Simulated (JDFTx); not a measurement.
# BN (F-43m) in JDFTx: reference runs

How does BN come out in PBE? The cell is run as given and disturbed.

All numbers are computed with JDFTx 1.7.0 (patched build); they aren't measurements. Logs are shortened: lines on timing, memory, paths and dates and some standing lists are left out, and cuts for length are marked. The log counts tension as positive stress, the text compression.

**1. Starting point**

The structure is cubic, space group F-43m (No. 216). The conventional cell has a = 3.626 Å, b = 3.626 Å, c = 3.626 Å, α = 90.00°, β = 90.00°, γ = 90.00°. N (site symmetry -43m) has 4 B at 1.57 Å as nearest neighbours. B (site symmetry -43m) has 4 N at 1.57 Å as nearest neighbours.

The cell is a database's computed one.

**2. Single point, PBE**

BN.in reads:

```
lattice \
    0.0000000000     3.4260753537     3.4260753537 \
    3.4260753537     0.0000000000     3.4260753537 \
    3.4260753537     3.4260753537     0.0000000000
coords-type Lattice
ion N      0.2500000000     0.2500000000     0.2500000000 1
ion B      0.0000000000     0.0000000000     0.0000000000 1

ion-species pseudo/N.upf
ion-species pseudo/B.upf
elec-cutoff 42 336
elec-ex-corr gga-PBE
kpoint-folding 13 13 13
elec-smearing Fermi 0.0018374661
elec-n-bands 9
electronic-SCF nIterations 100 energyDiffThreshold 1e-09
electronic-minimize nIterations 30 energyDiffThreshold 1e-7
converge-empty-states yes
forces-output-coords Cartesian

dump-name run.$VAR
dump End Ecomponents EigStats BandEigs Kpoints Forces Stress ElecDensity Dtot KEdensity
```

Potentials or basis: PseudoDojo-SR-PBE-0.5-standard with smoothed tails.

Launch:

```sh
> jdftx -c 1 -i BN.in -o BN.out
```

Log:

```text
*************** JDFTx 1.7.0 (patched build) ***************

Input parsed successfully to the following command list (including defaults):
[... the input with its defaults ...]

---------- Setting up symmetries ----------

Found 48 point-group symmetries of the bravais lattice
Found 24 space-group symmetries with basis
Applied RMS atom displacement 0 bohrs to make symmetries exact.

---------- Initializing the Grid ----------
R =
[            0      3.42608      3.42608  ]
[      3.42608            0      3.42608  ]
[      3.42608      3.42608            0  ]
unit cell volume = 80.4305
G =
[  -0.916965   0.916965   0.916965  ]
[   0.916965  -0.916965   0.916965  ]
[   0.916965   0.916965  -0.916965  ]
Minimum fftbox size, Smin = [  40  40  40  ]
Chosen fftbox size, S = [  40  40  40  ]

---------- Initializing tighter grid for wavefunction operations ----------
R =
[            0      3.42608      3.42608  ]
[      3.42608            0      3.42608  ]
[      3.42608      3.42608            0  ]
unit cell volume = 80.4305
G =
[  -0.916965   0.916965   0.916965  ]
[   0.916965  -0.916965   0.916965  ]
[   0.916965   0.916965  -0.916965  ]
Minimum fftbox size, Smin = [  32  32  32  ]
Chosen fftbox size, S = [  32  32  32  ]

---------- Exchange Correlation functional ----------
Initalized PBE GGA exchange.
Initalized PBE GGA correlation.

---------- Setting up pseudopotentials ----------
Width of ionic core gaussian charges (only for fluid interactions / plotting) set to 0

Reading pseudopotential file 'pseudo/N.upf':
  'N' pseudopotential, 'PBE' functional
  Generated using ONCVPSP code by D. R. Hamann
  5 valence electrons, 2 orbitals, 4 projectors, 1001 radial grid points, with lMax = 1
    2S    l: 0   occupation:  2.0   eigenvalue: -0.682907
    2P    l: 1   occupation:  3.0   eigenvalue: -0.260548
  Core radius for overlap checks: 1.31 bohrs.

Reading pseudopotential file 'pseudo/B.upf':
  'B' pseudopotential, 'PBE' functional
  Generated using ONCVPSP code by D. R. Hamann
  3 valence electrons, 2 orbitals, 4 projectors, 1001 radial grid points, with lMax = 1
    2S    l: 0   occupation:  2.0   eigenvalue: -0.347027
    2P    l: 1   occupation:  1.0   eigenvalue: -0.132548
  Core radius for overlap checks: 1.18 bohrs.

Initialized 2 species with 2 total atoms.

Folded 1 k-points by 13x13x13 to 2197 k-points.

---------- Setting up k-points, bands, fillings ----------
Adding inversion symmetry to k-mesh for non-inversion-symmetric unit cell.
Reduced to 84 k-points under symmetry.
Computing the number of bands and number of electrons
Calculating initial fillings.
nElectrons:   8.000000   nBands: 9   nStates: 84

----- Setting up reduced wavefunction bases (one per k-point) -----
average nbasis = 1045.639 , ideal nbasis = 1045.656

---------- Setting up ewald sum ----------
Optimum gaussian width for ewald sums = 1.556064 bohr.
Real space sum over 1331 unit cells with max indices [  5  5  5  ]
Reciprocal space sum over 2197 terms with max indices [  6  6  6  ]

---------- Allocating electronic variables ----------
Initializing wave functions:  linear combination of atomic orbitals
Note: number of bands (9) exceeds available atomic orbitals (8)
N pseudo-atom occupations:   s ( 2 )  p ( 3 )
B pseudo-atom occupations:   s ( 2 )  p ( 1 )
	FillingsUpdate:  mu: +0.623748378  nElectrons: 8.000000
LCAOMinimize: Iter:   0  F: -12.8302985587845217  |grad|_K:  4.558e-03  alpha:  1.000e+00
	FillingsUpdate:  mu: +0.612674725  nElectrons: 8.000000
LCAOMinimize: Iter:   1  F: -12.8608939815480845  |grad|_K:  2.350e-04  alpha:  4.076e-01  linmin: -5.622e-01  cgtest:  7.669e-01
LCAOMinimize: Encountered beta<0, resetting CG.
[... 7 lines of inner loops ...]
	FillingsUpdate:  mu: +0.611811664  nElectrons: 8.000000
LCAOMinimize: Iter:   5  F: -12.8610264140178820  |grad|_K:  2.934e-09  alpha:  7.350e-01  linmin: -7.381e-03  cgtest:  2.401e-02
LCAOMinimize: Encountered beta<0, resetting CG.
LCAOMinimize: Converged (|Delta F|<1.000000e-06 for 2 iters).

-------- Electronic minimization -----------
Will mix electronic density at each iteration.
	FillingsUpdate:  mu: +0.611811664  nElectrons: 8.000000
	FillingsUpdate:  mu: +0.520245969  nElectrons: 8.000000
SCF: Cycle:  0   F: -12.909621907565969   dF: -4.860e-02   |Residual|: 4.941e-02   |deigs|: 2.038e-01
	FillingsUpdate:  mu: +0.522353945  nElectrons: 8.000000
SCF: Cycle:  1   F: -12.909951934233026   dF: -3.300e-04   |Residual|: 2.545e-02   |deigs|: 1.129e-02
	FillingsUpdate:  mu: +0.525156949  nElectrons: 8.000000
SCF: Cycle:  2   F: -12.910006477472439   dF: -5.454e-05   |Residual|: 2.341e-03   |deigs|: 4.519e-03
	FillingsUpdate:  mu: +0.525474264  nElectrons: 8.000000
SCF: Cycle:  3   F: -12.910007435043626   dF: -9.576e-07   |Residual|: 1.134e-03   |deigs|: 5.138e-04
	FillingsUpdate:  mu: +0.525693422  nElectrons: 8.000000
SCF: Cycle:  4   F: -12.910007696804522   dF: -2.618e-07   |Residual|: 8.869e-05   |deigs|: 2.459e-04
	FillingsUpdate:  mu: +0.525703420  nElectrons: 8.000000
SCF: Cycle:  5   F: -12.910007711534487   dF: -1.473e-08   |Residual|: 3.271e-05   |deigs|: 1.302e-04
	FillingsUpdate:  mu: +0.525710462  nElectrons: 8.000000
SCF: Cycle:  6   F: -12.910007715162475   dF: -3.628e-09   |Residual|: 6.078e-06   |deigs|: 2.262e-04
	FillingsUpdate:  mu: +0.525711686  nElectrons: 8.000000
SCF: Cycle:  7   F: -12.910007715851838   dF: -6.894e-10   |Residual|: 3.920e-06   |deigs|: 4.729e-05
	FillingsUpdate:  mu: +0.525711349  nElectrons: 8.000000
SCF: Cycle:  8   F: -12.910007716026071   dF: -1.742e-10   |Residual|: 1.454e-06   |deigs|: 2.285e-05
SCF: Converged (|Delta E|<1.000000e-09 for 2 iters).

Setting wave functions to eigenvectors of Hamiltonian
Converging empty states (this may take a while): |deigs|: 1.181e-03

# Stress tensor in Cartesian coordinates [Eh/a0^3]:
[  2.53377e-05            0            0  ]
[            0  2.53377e-05            0  ]
[            0            0  2.53377e-05  ]

# Ionic positions in lattice coordinates:
ion N   0.250000000000000   0.250000000000000   0.250000000000000 1
ion B   0.000000000000000   0.000000000000000   0.000000000000000 1

# Forces in Cartesian coordinates:
force N   0.000000000000000   0.000000000000000  -0.000000000000000 1
force B  -0.000000000000000  -0.000000000000000  -0.000000000000000 1

# Energy components:
   Eewald =      -13.1304314006389564
       EH =        1.8005026777979110
     Eloc =       -6.0318206833552486
      Enl =       -1.0627737039494785
      Exc =       -4.3652264359964379
 Exc_core =        0.4926724672839980
       KE =        9.3870693628321433
-------------------------------------
     Etot =      -12.9100077160260689
       TS =        0.0000000000000013
-------------------------------------
        F =      -12.9100077160260707

IonicMinimize: Iter:   0  F: -12.910007716026071  |grad|_K:       -nan
IonicMinimize: None of the convergence criteria satisfied after 0 iterations.

#--- Lowdin population analysis ---
# oxidation-state N -0.327
# oxidation-state B +0.354

Dumping 'run.eigStats' ...
	eMin: -0.334286 at state 0 ( [ +0.000000 +0.000000 +0.000000 ] spin 0 )
	HOMO: +0.404661 at state 0 ( [ +0.000000 +0.000000 +0.000000 ] spin 0 )
	mu  : +0.525711
	LUMO: +0.573555 at state 47 ( [ +0.000000 +0.461538 +0.461538 ] spin 0 )
	eMax: +1.307728 at state 0 ( [ +0.000000 +0.000000 +0.000000 ] spin 0 )
	HOMO-LUMO gap: +0.168894
	Optical gap  : +0.324586 at state 0 ( [ +0.000000 +0.000000 +0.000000 ] spin 0 )
Done!
[note: mu as printed may lie anywhere between the filled and the empty levels]
```

Wall time 64 s (1 thread of AMD EPYC, shared host); peak memory 0.08 GiB.

What came out:

```yaml
Free_energy: -351.2992 eV
Pressure: -0.7 GPa
Band_gap_on_the_k_mesh: 4.60 eV, indirect (least direct gap 8.83 eV)
Loewdin_charges: N -0.33; B +0.35 e
```

Caveat: an odd mesh through Γ misses points on the zone boundary, where band edges often lie.

**3. Single point, PBE (atoms moved at random, drawn with an rms of 0.05 Å)**

Edit BN.in of step 2 so:

```diff
@@ -5,4 +5,4 @@
 coords-type Lattice
-ion N      0.2500000000     0.2500000000     0.2500000000 1
-ion B      0.0000000000     0.0000000000     0.0000000000 1
+ion N      0.2676830000     0.2606740000     0.2287350000 1
+ion B     -0.0206290000     0.0216810000     0.0016490000 1
 
@@ -21,2 +21,2 @@
 dump-name run.$VAR
-dump End Ecomponents EigStats BandEigs Kpoints Forces Stress ElecDensity Dtot KEdensity
+dump End Ecomponents EigStats BandEigs Kpoints Forces Stress
```

Potentials or basis: PseudoDojo-SR-PBE-0.5-standard with smoothed tails.

Launch:

```sh
> jdftx -c 1 -i BN.in -o BN.out
```

Log:

```text
*************** JDFTx 1.7.0 (patched build) ***************

Input parsed successfully to the following command list (including defaults):
[... the input with its defaults ...]

---------- Setting up symmetries ----------

Found 48 point-group symmetries of the bravais lattice
Found 1 space-group symmetries with basis
Applied RMS atom displacement 0 bohrs to make symmetries exact.

---------- Initializing the Grid ----------
R =
[            0      3.42608      3.42608  ]
[      3.42608            0      3.42608  ]
[      3.42608      3.42608            0  ]
unit cell volume = 80.4305
G =
[  -0.916965   0.916965   0.916965  ]
[   0.916965  -0.916965   0.916965  ]
[   0.916965   0.916965  -0.916965  ]
Minimum fftbox size, Smin = [  40  40  40  ]
Chosen fftbox size, S = [  40  40  40  ]

---------- Initializing tighter grid for wavefunction operations ----------
R =
[            0      3.42608      3.42608  ]
[      3.42608            0      3.42608  ]
[      3.42608      3.42608            0  ]
unit cell volume = 80.4305
G =
[  -0.916965   0.916965   0.916965  ]
[   0.916965  -0.916965   0.916965  ]
[   0.916965   0.916965  -0.916965  ]
Minimum fftbox size, Smin = [  32  32  32  ]
Chosen fftbox size, S = [  32  32  32  ]

---------- Exchange Correlation functional ----------
Initalized PBE GGA exchange.
Initalized PBE GGA correlation.

---------- Setting up pseudopotentials ----------
Width of ionic core gaussian charges (only for fluid interactions / plotting) set to 0

Reading pseudopotential file 'pseudo/N.upf':
  'N' pseudopotential, 'PBE' functional
  Generated using ONCVPSP code by D. R. Hamann
  5 valence electrons, 2 orbitals, 4 projectors, 1001 radial grid points, with lMax = 1
    2S    l: 0   occupation:  2.0   eigenvalue: -0.682907
    2P    l: 1   occupation:  3.0   eigenvalue: -0.260548
  Core radius for overlap checks: 1.31 bohrs.

Reading pseudopotential file 'pseudo/B.upf':
  'B' pseudopotential, 'PBE' functional
  Generated using ONCVPSP code by D. R. Hamann
  3 valence electrons, 2 orbitals, 4 projectors, 1001 radial grid points, with lMax = 1
    2S    l: 0   occupation:  2.0   eigenvalue: -0.347027
    2P    l: 1   occupation:  1.0   eigenvalue: -0.132548
  Core radius for overlap checks: 1.18 bohrs.

Initialized 2 species with 2 total atoms.

Folded 1 k-points by 13x13x13 to 2197 k-points.

---------- Setting up k-points, bands, fillings ----------
Adding inversion symmetry to k-mesh for non-inversion-symmetric unit cell.
Reduced to 1099 k-points under symmetry.
Computing the number of bands and number of electrons
Calculating initial fillings.
nElectrons:   8.000000   nBands: 9   nStates: 1099

----- Setting up reduced wavefunction bases (one per k-point) -----
average nbasis = 1045.639 , ideal nbasis = 1045.656

---------- Setting up ewald sum ----------
Optimum gaussian width for ewald sums = 1.556064 bohr.
Real space sum over 1331 unit cells with max indices [  5  5  5  ]
Reciprocal space sum over 2197 terms with max indices [  6  6  6  ]

---------- Allocating electronic variables ----------
Initializing wave functions:  linear combination of atomic orbitals
Note: number of bands (9) exceeds available atomic orbitals (8)
N pseudo-atom occupations:   s ( 2 )  p ( 3 )
B pseudo-atom occupations:   s ( 2 )  p ( 1 )
	FillingsUpdate:  mu: +0.541788006  nElectrons: 8.000000
LCAOMinimize: Iter:   0  F: -12.8251817414811295  |grad|_K:  1.280e-03  alpha:  1.000e+00
	FillingsUpdate:  mu: +0.474708473  nElectrons: 8.000000
LCAOMinimize: Iter:   1  F: -12.8567860242645242  |grad|_K:  6.807e-05  alpha:  4.064e-01  linmin: -5.465e-01  cgtest:  8.043e-01
LCAOMinimize: Encountered beta<0, resetting CG.
[... 6 lines of inner loops ...]
LCAOMinimize: Iter:   4  F: -12.8569242022385808  |grad|_K:  1.236e-07  alpha:  7.203e-01  linmin: -1.252e-05  cgtest:  6.526e-06
	FillingsUpdate:  mu: +0.471312462  nElectrons: 8.000000
LCAOMinimize: Iter:   5  F: -12.8569242026044019  |grad|_K:  1.161e-08  alpha:  5.383e-01  linmin: -1.121e-04  cgtest:  1.713e-04
LCAOMinimize: Converged (|Delta F|<1.000000e-06 for 2 iters).

-------- Electronic minimization -----------
Will mix electronic density at each iteration.
	FillingsUpdate:  mu: +0.471312462  nElectrons: 8.000000
	FillingsUpdate:  mu: +0.458713673  nElectrons: 8.000000
SCF: Cycle:  0   F: -12.906230629206126   dF: -4.931e-02   |Residual|: 5.168e-02   |deigs|: 2.158e-01
	FillingsUpdate:  mu: +0.459818800  nElectrons: 8.000000
SCF: Cycle:  1   F: -12.906599733769538   dF: -3.691e-04   |Residual|: 2.646e-02   |deigs|: 1.080e-02
	FillingsUpdate:  mu: +0.463390588  nElectrons: 8.000000
SCF: Cycle:  2   F: -12.906663827461481   dF: -6.409e-05   |Residual|: 2.475e-03   |deigs|: 4.810e-03
	FillingsUpdate:  mu: +0.463793748  nElectrons: 8.000000
SCF: Cycle:  3   F: -12.906665108489094   dF: -1.281e-06   |Residual|: 1.207e-03   |deigs|: 4.801e-04
	FillingsUpdate:  mu: +0.463905252  nElectrons: 8.000000
SCF: Cycle:  4   F: -12.906665412767358   dF: -3.043e-07   |Residual|: 1.420e-04   |deigs|: 2.705e-04
	FillingsUpdate:  mu: +0.463920826  nElectrons: 8.000000
SCF: Cycle:  5   F: -12.906665433549540   dF: -2.078e-08   |Residual|: 4.900e-05   |deigs|: 1.309e-04
	FillingsUpdate:  mu: +0.463917668  nElectrons: 8.000000
SCF: Cycle:  6   F: -12.906665438854766   dF: -5.305e-09   |Residual|: 9.478e-06   |deigs|: 9.739e-05
	FillingsUpdate:  mu: +0.463916329  nElectrons: 8.000000
SCF: Cycle:  7   F: -12.906665439662332   dF: -8.076e-10   |Residual|: 3.484e-06   |deigs|: 1.255e-04
	FillingsUpdate:  mu: +0.463916329  nElectrons: 8.000000
SCF: Cycle:  8   F: -12.906665439898328   dF: -2.360e-10   |Residual|: 2.043e-06   |deigs|: 1.443e-04
SCF: Converged (|Delta E|<1.000000e-09 for 2 iters).

Setting wave functions to eigenvectors of Hamiltonian
Converging empty states (this may take a while): |deigs|: 6.214e-04

# Stress tensor in Cartesian coordinates [Eh/a0^3]:
[ -4.41299e-05  7.03473e-05  8.45025e-05  ]
[  7.03473e-05 -5.73883e-05 -7.07317e-05  ]
[  8.45025e-05 -7.07317e-05 -4.98379e-05  ]

# Ionic positions in lattice coordinates:
ion N   0.267683000000000   0.260674000000000   0.228735000000000 1
ion B  -0.020629000000000   0.021681000000000   0.001649000000000 1

# Forces in Cartesian coordinates:
force N   0.030738796652917  -0.018558374671058  -0.025973286077064 1
force B  -0.030740059490091   0.018559361372990   0.025974184663942 1

# Energy components:
   Eewald =      -13.1194244961875395
       EH =        1.8063718877892965
     Eloc =       -6.0517745890888861
      Enl =       -1.0640997620633654
      Exc =       -4.3667891429437633
 Exc_core =        0.4926724992435669
       KE =        9.3963781633523897
-------------------------------------
     Etot =      -12.9066654398982994
       TS =        0.0000000000000293
-------------------------------------
        F =      -12.9066654398983278

IonicMinimize: Iter:   0  F: -12.906665439898328  |grad|_K:  2.559e-02
IonicMinimize: None of the convergence criteria satisfied after 0 iterations.

#--- Lowdin population analysis ---
# oxidation-state N -0.331
# oxidation-state B +0.358

Dumping 'run.eigStats' ...
	eMin: -0.334542 at state 0 ( [ +0.000000 +0.000000 +0.000000 ] spin 0 )
	HOMO: +0.424966 at state 0 ( [ +0.000000 +0.000000 +0.000000 ] spin 0 )
	mu  : +0.463916
	LUMO: +0.570419 at state 936 ( [ +0.461538 +0.000000 +0.461538 ] spin 0 )
	eMax: +1.305513 at state 0 ( [ +0.000000 +0.000000 +0.000000 ] spin 0 )
	HOMO-LUMO gap: +0.145452
	Optical gap  : +0.288136 at state 0 ( [ +0.000000 +0.000000 +0.000000 ] spin 0 )
Done!
[note: mu as printed may lie anywhere between the filled and the empty levels]
```

Wall time 11 min (1 thread of AMD EPYC, shared host); peak memory 0.49 GiB.

Results:

- Free energy: -351.2083 eV
- Pressure: 1.5 GPa
- Largest force: 2.279 eV/Å
- Band gap on the k mesh: 3.96 eV, indirect (least direct gap 7.84 eV)
- Loewdin charges: N -0.33; B +0.36 e

Forces on the atoms (eV/Å):
```
N    1.581 -0.954 -1.336
B   -1.581  0.954  1.336
```

Caveat: an odd mesh through Γ misses points on the zone boundary, where band edges often lie.

**4. Against experiment**

Step 2. The gap isn't set beside the measured one, since this odd mesh misses points on the zone boundary.
